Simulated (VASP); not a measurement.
An input for Quantum ESPRESSO's pw.x (written as the equivalent of a VASP run, and not itself run):

```
&CONTROL
  calculation = 'relax'
  pseudo_dir = './pseudo'
  outdir = './out'
  tprnfor = .true.
  tstress = .true.
  nstep = 50
  forc_conv_thr = 0.0012
/
&SYSTEM
  ibrav = 0
  nat = 5
  ntyp = 3
  ecutwfc = 84
  occupations = 'smearing'
  smearing = 'gaussian'
  degauss = 0.003675
  input_dft = 'pbe'
/
&ELECTRONS
  conv_thr = 7.3e-08
  electron_maxstep = 100
/
&IONS
/
ATOMIC_SPECIES
  Ba 137.327 Ba.upf
  Sn 118.710 Sn.upf
  O 15.999 O.upf
CELL_PARAMETERS angstrom
     4.2462280    0.0000000    0.0000000
     0.0000000    4.2462280    0.0000000
     0.0000000    0.0000000    4.2462280
ATOMIC_POSITIONS crystal
  Ba   0.4992340  0.5044430  0.4977710
  Sn   0.0062890 -0.0017810 -0.0060300
  O    0.0001210  0.5009520  0.0037050
  O    0.4927530 -0.0096410  0.0054750
  O    0.0016030  0.0060270  0.4990790
K_POINTS automatic
  5 5 5 0 0 0
```

Translate this input to VASP (INCAR, KPOINTS, POSCAR, choice of POTCAR).

This is not unique; one that fits is 
### POSCAR
```
BaSnO3
1
    4.2462280000     0.0000000000     0.0000000000
    0.0000000000     4.2462280000     0.0000000000
    0.0000000000     0.0000000000     4.2462280000
Ba Sn O
1 1 3
Direct
  0.4992340000   0.5044430000   0.4977710000
  0.0062890000  -0.0017810000  -0.0060300000
  0.0001210000   0.5009520000   0.0037050000
  0.4927530000  -0.0096410000   0.0054750000
  0.0016030000   0.0060270000   0.4990790000
```

**KPOINTS**
```
K-points
0
gamma
5 5 5
0 0 0
```

INCAR:
```
LCHARG  =  .False.
SYSTEM  =  BaSnO3
NELM  =  100   # most electronic steps
SIGMA  =  0.05   # width (eV)
EDIFF  =  1E-6   # SCF stop (eV)
GGA  =  PE
LMAXMIX  =  4
ISMEAR  =  0   # Gaussian
PREC  =  Accurate
ISIF  =  2   # forces and stress, cell fixed
EDIFFG  =  -0.03
LASPH  =  .True.   # aspherical one-centre terms
NSW  =  50   # most ionic steps
ENCUT  =  400   # plane-wave cut-off (eV)
IBRION  =  2   # conjugate gradients
ALGO  =  Normal   # blocked Davidson
LWAVE  =  .False.
LREAL  =  .False.   # projection in real space or not
```

POTCAR, in this order: Ba_sv Sn_d O (PBE.64 set). Program: vasp_std.

What does not carry over: the potentials are each code's own (VASP's PAW set, PseudoDojo norm-conserving files in pw.x), so ENCUT and ecutwfc are chosen apart and not converted; conv_thr bounds pw.x's estimated SCF error, while EDIFF bounds the energy change between steps; forc_conv_thr acts on force components and is met together with etot_conv_thr.

The structure comes from a computed database's BaSnO3 entry; how it stands against other phases isn't given here. In the starting cell atoms are displaced from their ideal sites. This run relaxes the ions in a fixed cell. The run is one of a series of settings (EDIFFG = -0.03, IBRION = 2, NSW = 50 against the base run), some of them coarse on purpose.
